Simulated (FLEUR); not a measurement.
# Sn (Fd-3m) in FLEUR: a series of runs, part 2 of 2

FLEUR MaX-R8.1 (later development tree). Earlier steps stand in the parts before.

## Step 3: Equation of state, SCAN, 31.77 Å³/atom (volume scaled by 0.94)

Contents of inp.xml:

```xml
<?xml version="1.0" encoding="UTF-8" standalone="no"?>
<fleurInput fleurInputVersion="0.39">
   <comment>
      Sn                                                                                                  
   </comment>
   <calculationSetup>
      <cutoffs Kmax="4.12" Gmax="12.8" GmaxXC="12.8" numbands="0"/>
      <scfLoop itmax="80" minDistance="0.0001" maxIterBroyd="30" imix="Anderson" alpha="0.05" precondParam="0.0" spinf="2.0" sdNocoIR="T"/>
      <coreElectrons ctail="F" frcor="F" kcrel="0" coretail_lmax="0"/>
      <xcFunctional name="LibXC" relativisticCorrections="F">
         <LibXCName exchange="mgga_x_scan" correlation="mgga_c_scan"/>
         <AuxGGA exchange="117" correlation="130"/>
      </xcFunctional>
      <magnetism jspins="1"/>
      <soc l_soc="F" theta="0.0" phi="0.0" spav="F"/>
      <expertModes spex="0" secvar="F"/>
      <geometryOptimization l_f="F" forcealpha="1.0" forcemix="BFGS" epsdisp="0.00001" epsforce="0.00001"/>
      <ldaU l_linMix="F" mixParam="0.05" spinf="1.0"/>
   </calculationSetup>
   <cell>
      <bzIntegration valenceElectrons="44.0" mode="hist" fermiSmearingEnergy="0.00183747">
         <kPointListSelection listName="default-1"/>
         <!-- k-points included here -->
         <xi:include xmlns:xi="http://www.w3.org/2001/XInclude" href="kpts.xml"> </xi:include>
      </bzIntegration>
      <!-- symmetry operations included here -->
      <xi:include xmlns:xi="http://www.w3.org/2001/XInclude" href="sym.xml"> </xi:include>
      <bulkLattice scale="0.9795861087">
         <bravaisMatrix>
            <row-1>    0.0000000000000000     6.1101323589473129     6.1101323589473129</row-1>
            <row-2>    6.1101323589473129     0.0000000000000000     6.1101323589473129</row-2>
            <row-3>    6.1101323589473129     6.1101323589473129     0.0000000000000000</row-3>
         </bravaisMatrix>
      </bulkLattice>
   </cell>
   <atomSpecies>
      <species name="Tin (Sn)" element="Sn" atomicNumber="50">
         <mtSphere radius="2.38" gridPoints="811" logIncrement="0.016"/>
         <atomicCutoffs lmax="10" lnonsphr="10"/>
         <electronConfig flipSpins="F">
            <coreConfig>(1s1/2) (2s1/2) (2p1/2) (2p3/2) (3s1/2) (3p1/2) (3p3/2) (3d3/2) (3d5/2)</coreConfig>
            <valenceConfig>(4s1/2) (4p1/2) (4p3/2) (5s1/2) (4d3/2) (4d5/2) (5p1/2) (5p3/2)</valenceConfig>
            <stateOccupation state="(5p1/2)" spinUp="0.333333" spinDown="0.333333"/>
            <stateOccupation state="(5p3/2)" spinUp="0.666667" spinDown="0.666667"/>
         </electronConfig>
         <energyParameters s="5" p="5" d="4" f="4"/>
         <lo type="SCLO" l="0" n="4" eDeriv="0"/>
         <lo type="SCLO" l="1" n="4" eDeriv="0"/>
         <lo type="SCLO" l="1" n="4" eDeriv="1"/>
         <lo type="SCLO" l="2" n="4" eDeriv="2"/>
         <lo type="SCLO" l="3" n="4" eDeriv="2"/>
      </species>
   </atomSpecies>
   <atomGroups>
      <atomGroup species="Tin (Sn)">
         <relPos label="                   1">-3.000/8.000 -3.000/8.000 -3.000/8.000</relPos>
         <relPos label="                   2">3.000/8.000 3.000/8.000 3.000/8.000</relPos>
         <force calculate="T" relaxXYZ="TTT"/>
      </atomGroup>
   </atomGroups>
   <output dos="F" band="F" slice="F">
      <checks vchk="F" cdinf="F"/>
      <bandDOS minEnergy="-.5*Htr" maxEnergy="0.5*Htr" sigma="0.015" storeEVData="T"/>
      <vacuumDOS vacdos="F" integ="F" star="F" nstars="0" locx1="0.0" locy1="0.0" locx2="0.0" locy2="0.0" nstm="0" tworkf="0.0"/>
      <unfoldingBand unfoldBand="F" supercellX="1" supercellY="1" supercellZ="1"/>
      <plotting iplot="0" polar="F">
         <plot TwoD="T" vec1="  1.0  0.0  0.0" vec2="  0.0  1.0  0.0" vec3="  0.0  0.0  1.0" zero="  0.0  0.0  0.0" file="plot"/>
      </plotting>
      <chargeDensitySlicing numkpt="0" minEigenval="0.0" maxEigenval="0.0" nnne="0" pallst="F"/>
      <specialOutput eonly="F"/>
      <moessbauerParams electricFieldGradient="T" isomerShift="T" coreHyperfine="T" valenceHyperfine="T"/>
      <magneticCircularDichroism mcd="F" energyLo="-10.0" energyUp="0.0"/>
   </output>
  <!-- We include the file relax.xml here to enable relaxations (see documentation) -->
  <xi:include xmlns:xi="http://www.w3.org/2001/XInclude" href="relax.xml"> <xi:fallback/> </xi:include>
</fleurInput>
```

Potentials or basis: all-electron, FLAPW.

Command:

```console
$ inpgen -f crystal.txt -profile fastHighL
$ # inp.xml edited to the form shown
$ fleur_MPI
```

Log:

```text
Welcome to FLEUR        (www.flapw.de)
      MaX-Release 8.1          (www.max-centre.eu)
 func_ids         267         263         267         263
 MetaGGA potential functional detected - V_tau will be computed
 Auxiliary Potential for radial basis: exchange=         117  correlation=         130
The functional 'SCAN exchange of Sun, Ruzsinszky, and Perdew' is an exchange functional, it belongs to the 'MGGA' family and is defined in the reference(s):
[1] J. Sun, A. Ruzsinszky, and J. P. Perdew.,  Phys. Rev. Lett. 115, 036402 (2015)
The functional 'SCAN correlation of Sun, Ruzsinszky, and Perdew' is a correlation functional, it belongs to the 'MGGA' family and is defined in the reference(s):
[1] J. Sun, A. Ruzsinszky, and J. P. Perdew.,  Phys. Rev. Lett. 115, 036402 (2015)
 Using same functional for VXC and EXC

 ========== k-point set info ==========
 Selected k-point list: default-1
 k-point list type: mesh
 7 x 7 x 7
 Number of k points: 20

 ------------Calculation Setup---------------------------
 Number of MPI-tasks      :            1
 Number of PE/node        :            1
 Number of OMP-threads    :            1
 Most efficient MPI parallelization for:
           1           2           4           5          10          20
 Additional eigenvalue parallelization possible
 Number of basis functions:          601
 Approximate size of matrices (H+S) per k-point:         0.005 GB
 --------------------------------------------------------
The functional 'Hammer, Hansen, and Norskov' is an exchange functional, it belongs to the 'GGA' family and is defined in the reference(s):
[1] B. Hammer, L. B. Hansen, and J. K. Nørskov.,  Phys. Rev. B 59, 7413 (1999)
The functional 'Perdew, Burke & Ernzerhof' is a correlation functional, it belongs to the 'GGA' family and is defined in the reference(s):
[1] J. P. Perdew, K. Burke, and M. Ernzerhof.,  Phys. Rev. Lett. 77, 3865 (1996)
[2] J. P. Perdew, K. Burke, and M. Ernzerhof.,  Phys. Rev. Lett. 78, 1396 (1997)
 Using same functional for VXC and EXC
 Using auxiliary GGA potential for the first iteration of MetaGGA calculation.
 Reset of history
 Reset of history
 Iteration:     1   Distance:      23.02234489 me/bohr^3
The functional 'Hammer, Hansen, and Norskov' is an exchange functional, it belongs to the 'GGA' family and is defined in the reference(s):
[1] B. Hammer, L. B. Hansen, and J. K. Nørskov.,  Phys. Rev. B 59, 7413 (1999)
The functional 'Perdew, Burke & Ernzerhof' is a correlation functional, it belongs to the 'GGA' family and is defined in the reference(s):
[1] J. P. Perdew, K. Burke, and M. Ernzerhof.,  Phys. Rev. Lett. 77, 3865 (1996)
[2] J. P. Perdew, K. Burke, and M. Ernzerhof.,  Phys. Rev. Lett. 78, 1396 (1997)
 Using same functional for VXC and EXC
 Iteration:     2   Distance:      21.87711781 me/bohr^3
The functional 'Hammer, Hansen, and Norskov' is an exchange functional, it belongs to the 'GGA' family and is defined in the reference(s):
[1] B. Hammer, L. B. Hansen, and J. K. Nørskov.,  Phys. Rev. B 59, 7413 (1999)
The functional 'Perdew, Burke & Ernzerhof' is a correlation functional, it belongs to the 'GGA' family and is defined in the reference(s):
[1] J. P. Perdew, K. Burke, and M. Ernzerhof.,  Phys. Rev. Lett. 77, 3865 (1996)
[2] J. P. Perdew, K. Burke, and M. Ernzerhof.,  Phys. Rev. Lett. 78, 1396 (1997)
 Using same functional for VXC and EXC
 Iteration:     3   Distance:      20.76633279 me/bohr^3
The functional 'Hammer, Hansen, and Norskov' is an exchange functional, it belongs to the 'GGA' family and is defined in the reference(s):
[1] B. Hammer, L. B. Hansen, and J. K. Nørskov.,  Phys. Rev. B 59, 7413 (1999)
The functional 'Perdew, Burke & Ernzerhof' is a correlation functional, it belongs to the 'GGA' family and is defined in the reference(s):
[1] J. P. Perdew, K. Burke, and M. Ernzerhof.,  Phys. Rev. Lett. 77, 3865 (1996)
[2] J. P. Perdew, K. Burke, and M. Ernzerhof.,  Phys. Rev. Lett. 78, 1396 (1997)
 Using same functional for VXC and EXC
 Iteration:     4   Distance:       1.21317697 me/bohr^3
The functional 'Hammer, Hansen, and Norskov' is an exchange functional, it belongs to the 'GGA' family and is defined in the reference(s):
[1] B. Hammer, L. B. Hansen, and J. K. Nørskov.,  Phys. Rev. B 59, 7413 (1999)
The functional 'Perdew, Burke & Ernzerhof' is a correlation functional, it belongs to the 'GGA' family and is defined in the reference(s):
[1] J. P. Perdew, K. Burke, and M. Ernzerhof.,  Phys. Rev. Lett. 77, 3865 (1996)
[2] J. P. Perdew, K. Burke, and M. Ernzerhof.,  Phys. Rev. Lett. 78, 1396 (1997)
 Using same functional for VXC and EXC
 Iteration:     5   Distance:       1.29191768 me/bohr^3
The functional 'Hammer, Hansen, and Norskov' is an exchange functional, it belongs to the 'GGA' family and is defined in the reference(s):
[... 60 lines left out ...]
 Using same functional for VXC and EXC
 Iteration:    14   Distance:       0.00291200 me/bohr^3
The functional 'Hammer, Hansen, and Norskov' is an exchange functional, it belongs to the 'GGA' family and is defined in the reference(s):
[1] B. Hammer, L. B. Hansen, and J. K. Nørskov.,  Phys. Rev. B 59, 7413 (1999)
The functional 'Perdew, Burke & Ernzerhof' is a correlation functional, it belongs to the 'GGA' family and is defined in the reference(s):
[1] J. P. Perdew, K. Burke, and M. Ernzerhof.,  Phys. Rev. Lett. 77, 3865 (1996)
[2] J. P. Perdew, K. Burke, and M. Ernzerhof.,  Phys. Rev. Lett. 78, 1396 (1997)
 Using same functional for VXC and EXC
 Iteration:    15   Distance:       0.00018065 me/bohr^3
The functional 'Hammer, Hansen, and Norskov' is an exchange functional, it belongs to the 'GGA' family and is defined in the reference(s):
[1] B. Hammer, L. B. Hansen, and J. K. Nørskov.,  Phys. Rev. B 59, 7413 (1999)
The functional 'Perdew, Burke & Ernzerhof' is a correlation functional, it belongs to the 'GGA' family and is defined in the reference(s):
[1] J. P. Perdew, K. Burke, and M. Ernzerhof.,  Phys. Rev. Lett. 77, 3865 (1996)
[2] J. P. Perdew, K. Burke, and M. Ernzerhof.,  Phys. Rev. Lett. 78, 1396 (1997)
 Using same functional for VXC and EXC
 Iteration:    16   Distance:       0.00018941 me/bohr^3
The functional 'Hammer, Hansen, and Norskov' is an exchange functional, it belongs to the 'GGA' family and is defined in the reference(s):
[1] B. Hammer, L. B. Hansen, and J. K. Nørskov.,  Phys. Rev. B 59, 7413 (1999)
The functional 'Perdew, Burke & Ernzerhof' is a correlation functional, it belongs to the 'GGA' family and is defined in the reference(s):
[1] J. P. Perdew, K. Burke, and M. Ernzerhof.,  Phys. Rev. Lett. 77, 3865 (1996)
[2] J. P. Perdew, K. Burke, and M. Ernzerhof.,  Phys. Rev. Lett. 78, 1396 (1997)
 Using same functional for VXC and EXC
 Iteration:    17   Distance:       0.00001209 me/bohr^3

 ********************************************************************
 Run finished successfully
 Stop message:
   all done
 ********************************************************************
```

out.xml (last iteration):

```text
<iteration numberForCurrentRun="   17" overallNumber="   17">
         <energyParameters units="Htr">
            <atomicEP atomType="1" spin="1" branch="5s" branchLowest="-4.53" branchHighest="1.05" value="-0.1070086679"/>
            <atomicEP atomType="1" spin="1" branch="5p" branchLowest="-2.90" branchHighest="1.78" value="0.0821188326"/>
            <atomicEP atomType="1" spin="1" branch="4d" branchLowest="-16.99" branchHighest="-0.49" value="-0.5470845811"/>
[... 100 lines left out ...]
            </atomTypeDependentContributions>
            <tkbTimesEntropy value="0.0000554718"/>
            <freeEnergy value="-12359.2111868912"/>
            <extrapolationTo0K value="-12359.2111591553"/>
         </totalEnergy>
         <densityConvergence units="me/bohr^3">
            <chargeDensity spin="1" distance="0.0000120886"/>
         </densityConvergence>
      </iteration>
```

Wall time 31 s (1 thread of AMD EPYC 9R45 (Zen 5), shared host); peak memory 0.09 GiB.

Results:

```yaml
Free_energy: -336311.2693 eV
Band_gap_on_the_k_mesh: none (metal or under the smearing width)
Valence_electrons_inside_the_program's_atomic_spheres: Sn 19.71 (radii Sn 2.38 bohr)
```

Caveat: the meta-GGA is that of a development version, with a GGA for the radial functions and cores and without core tails.

## Step 4: Equation of state, SCAN, 32.45 Å³/atom (volume scaled by 0.96)

inp.xml: that of step 3 with these lines changed.

```diff
@@ -27,3 +27,3 @@
       <xi:include xmlns:xi="http://www.w3.org/2001/XInclude" href="sym.xml"> </xi:include>
-      <bulkLattice scale="0.9795861087">
+      <bulkLattice scale="0.9864848297">
          <bravaisMatrix>
```

Command:

```console
$ inpgen -f crystal.txt -profile fastHighL
$ # inp.xml edited to the form shown
$ fleur_MPI
```

Run time: 33 s. Hardware: 1 thread of AMD EPYC 9R45 (Zen 5), shared host; peak memory 0.09 GiB.

The run converged. Its results:

```
Free energy                                           : -336311.3099 eV
Band gap on the k mesh                                : none (metal or under the smearing width)
Valence electrons inside the program's atomic spheres : Sn 19.70 (radii Sn 2.38 bohr)
```

Caveat: the meta-GGA is that of a development version, with a GGA for the radial functions and cores and without core tails.

## Step 5: Equation of state, SCAN, 33.80 Å³/atom

inp.xml: that of step 4 with these lines changed.

```diff
@@ -27,3 +27,3 @@
       <xi:include xmlns:xi="http://www.w3.org/2001/XInclude" href="sym.xml"> </xi:include>
-      <bulkLattice scale="0.9864848297">
+      <bulkLattice scale="1.0000000000">
          <bravaisMatrix>
```

Command:

```console
$ inpgen -f crystal.txt -profile fastHighL
$ # inp.xml edited to the form shown
$ fleur_MPI
```

It took 33 s on 1 thread of AMD EPYC 9R45 (Zen 5), shared host; peak memory 0.09 GiB.

The run converged. Its results:

```yaml
Free_energy: -336311.3599 eV
Band_gap_on_the_k_mesh: none (metal or under the smearing width)
Valence_electrons_inside_the_program's_atomic_spheres: Sn 19.67 (radii Sn 2.38 bohr)
```

Caveat: the meta-GGA is that of a development version, with a GGA for the radial functions and cores and without core tails.

## Step 6: Equation of state, SCAN, 35.16 Å³/atom (volume scaled by 1.04)

inp.xml: that of step 5 with these lines changed.

```diff
@@ -27,3 +27,3 @@
       <xi:include xmlns:xi="http://www.w3.org/2001/XInclude" href="sym.xml"> </xi:include>
-      <bulkLattice scale="1.0000000000">
+      <bulkLattice scale="1.0131594038">
          <bravaisMatrix>
```

Potentials or basis: all-electron, FLAPW.

Command:

```console
$ inpgen -f crystal.txt -profile fastHighL
$ # inp.xml edited to the form shown
$ fleur_MPI
```

It took 36 s on 1 thread of AMD EPYC 9R45 (Zen 5), shared host; peak memory 0.09 GiB.

Results (log left out):

```
Free energy                                           : -336311.3772 eV
Band gap on the k mesh                                : none (metal or under the smearing width)
Valence electrons inside the program's atomic spheres : Sn 19.64 (radii Sn 2.38 bohr)
```

Caveat: the meta-GGA is that of a development version, with a GGA for the radial functions and cores and without core tails.

## Step 7: Equation of state, SCAN, 35.83 Å³/atom (volume scaled by 1.06)

inp.xml: that of step 6 with these lines changed.

```diff
@@ -27,3 +27,3 @@
       <xi:include xmlns:xi="http://www.w3.org/2001/XInclude" href="sym.xml"> </xi:include>
-      <bulkLattice scale="1.0131594038">
+      <bulkLattice scale="1.0196128224">
          <bravaisMatrix>
```

Command:

```console
$ inpgen -f crystal.txt -profile fastHighL
$ # inp.xml edited to the form shown
$ fleur_MPI
```

Wall time 37 s (1 thread of AMD EPYC 9R45 (Zen 5), shared host); peak memory 0.09 GiB.

It converged, with:

```yaml
Free_energy: -336311.3755 eV
Band_gap_on_the_k_mesh: none (metal or under the smearing width)
Valence_electrons_inside_the_program's_atomic_spheres: Sn 19.63 (radii Sn 2.38 bohr)
```

Caveat: the meta-GGA is that of a development version, with a GGA for the radial functions and cores and without core tails.

## Step 8: Equation of state, SCAN

No new run: the results of the series are fitted here.

What came out:

| Quantity | Value |
| --- | --- |
| Equilibrium volume | 35.32 Å³/atom |
| Bulk modulus | 38 GPa |

Energy against volume, from the lowest point:
| volume (Å³/atom) | energy (meV/atom) |
| --- | --- |
| 31.775 | 53.94 |
| 32.451 | 33.65 |
| 33.803 | 8.62 |
| 35.155 | 0.00 |
| 35.831 | 0.83 |

Caveat: the meta-GGA is that of a development version, with a GGA for the radial functions and cores and without core tails. Zero-point motion and thermal expansion aren't in these numbers.
